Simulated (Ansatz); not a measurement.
# In3Sb3H8: the cost of one run

Method: DFT PBEsol, scalar-relativistic, plane waves, PAW, in Ansatz 0.2.0.

1 further run of the same task is left out (set aside as unsound or not needed).

## Step 1: The system as given

Symmetry: F-43m, No. 216, cubic system. Conventional cell: a = 6.520 Å, b = 6.520 Å, c = 6.520 Å, α = 90.00°, β = 90.00°, γ = 90.00°. In (site symmetry -43m) is surrounded by 4 Sb at 2.82 Å. Around Sb (site symmetry -43m) lie 4 In at 2.82 Å.

As a file:

```cif
data_structure
_symmetry_space_group_name_H-M 'F-43m'
_symmetry_Int_Tables_number 216
_cell_length_a 6.5199
_cell_length_b 6.5199
_cell_length_c 6.5199
_cell_angle_alpha 90.000
_cell_angle_beta 90.000
_cell_angle_gamma 90.000
_cell_volume 277.15
loop_
_atom_site_label
_atom_site_type_symbol
_atom_site_symmetry_multiplicity
_atom_site_Wyckoff_symbol
_atom_site_fract_x
_atom_site_fract_y
_atom_site_fract_z
_atom_site_occupancy
In1 In 4 a 0.00000 0.00000 0.00000 1
Sb1 Sb 4 d 0.25000 0.25000 0.75000 1
```

It is the result of an earlier relaxation at this level (volume 34.64 Å³/atom; gap on the mesh: none (metal)).

## Step 2: Next: the [001] wire, 12 host atoms a period with H caps

The wire is cut from the relaxed crystal, periodic along c with vacuum across. Atoms and period relax; energies count from the bulk, -5966.8249 eV an atom. Each H cap counts from half an H2 molecule (-15.609 eV in a separate run).

The cell holds 6 In, 6 Sb, 16 H: a = 17.500 Å, b = 17.800 Å, c = 6.520 Å, α = 90.00°, β = 90.00°, γ = 90.00°.

## Step 3: Relaxation

Pressure and volume refer to the whole cell with its vacuum; only the period along c may change.

input.yaml

```yaml
crystal:
  lattice:
    - [17.5, 0.0, 0.0]
    - [0.0, 17.8, 0.0]
    - [0.0, 0.0, 6.5198581153]
  atoms:
    - { symbol: In, position: [0.5931408302, 0.5, 0.0] }
    - { symbol: Sb, position: [0.3137183396, 0.5915710409, 0.75] }
    - { symbol: Sb, position: [0.6862816604, 0.5915710409, 0.75] }
    - { symbol: In, position: [0.5931408302, 0.3168579181, 0.5] }
    - { symbol: In, position: [0.5931408302, 0.6831420819, 0.5] }
    - { symbol: Sb, position: [0.3137183396, 0.4084289591, 0.25] }
    - { symbol: Sb, position: [0.6862816604, 0.4084289591, 0.25] }
    - { symbol: In, position: [0.4068591698, 0.5, 0.5] }
    - { symbol: Sb, position: [0.5, 0.5915710409, 0.25] }
    - { symbol: In, position: [0.4068591698, 0.3168579181, 0.0] }
    - { symbol: In, position: [0.4068591698, 0.6831420819, 0.0] }
    - { symbol: Sb, position: [0.5, 0.4084289591, 0.75] }
    - { symbol: H, position: [0.2573029704, 0.5361064926, 0.9014249149] }
    - { symbol: H, position: [0.2573029704, 0.6470355893, 0.5985750851] }
    - { symbol: H, position: [0.7426970296, 0.5361064926, 0.5985750851] }
    - { symbol: H, position: [0.7426970296, 0.6470355893, 0.9014249149] }
    - { symbol: H, position: [0.6505459427, 0.2604203075, 0.6540814924] }
    - { symbol: H, position: [0.5357357177, 0.2604203075, 0.3459185076] }
    - { symbol: H, position: [0.6505459427, 0.7395796925, 0.3459185076] }
    - { symbol: H, position: [0.5357357177, 0.7395796925, 0.6540814924] }
    - { symbol: H, position: [0.2573029704, 0.4638935074, 0.0985750851] }
    - { symbol: H, position: [0.2573029704, 0.3529644107, 0.4014249149] }
    - { symbol: H, position: [0.7426970296, 0.4638935074, 0.4014249149] }
    - { symbol: H, position: [0.7426970296, 0.3529644107, 0.0985750851] }
    - { symbol: H, position: [0.3494540573, 0.2604203075, 0.8459185076] }
    - { symbol: H, position: [0.4642642823, 0.2604203075, 0.1540814924] }
    - { symbol: H, position: [0.3494540573, 0.7395796925, 0.1540814924] }
    - { symbol: H, position: [0.4642642823, 0.7395796925, 0.8459185076] }
basis:
  ecutwfc: 420
kpoints:
  mp_grid: { grid: [1, 1, 9] }
hamiltonian:
  xc: pbesol
scf:
  occupations: { method: gaussian, width: 0.05 }
output:
  forces: true
  stress: true
  eigenvalues: true
  populations: true
  write_density: true
  write_potential: true
  elf: true
  volumetric_format: npy
relax:
  adjacent_minimum: "off"
  f_tol: 0.02
  max_steps: 45
  cell: { fix: [a, b, alpha, beta, gamma], stress_tol: 0.03 }
```

Launch:

```bash
> ansatz run input.yaml --threads 4 --pin off --max-ram 11264MiB --backend cpu --events-out ev --progress --plain --runs-dir out
```

What time and memory should one allow on 4 threads of Arm Neoverse V2, shared host?

About 16 min, with a peak of 4.8 GiB.
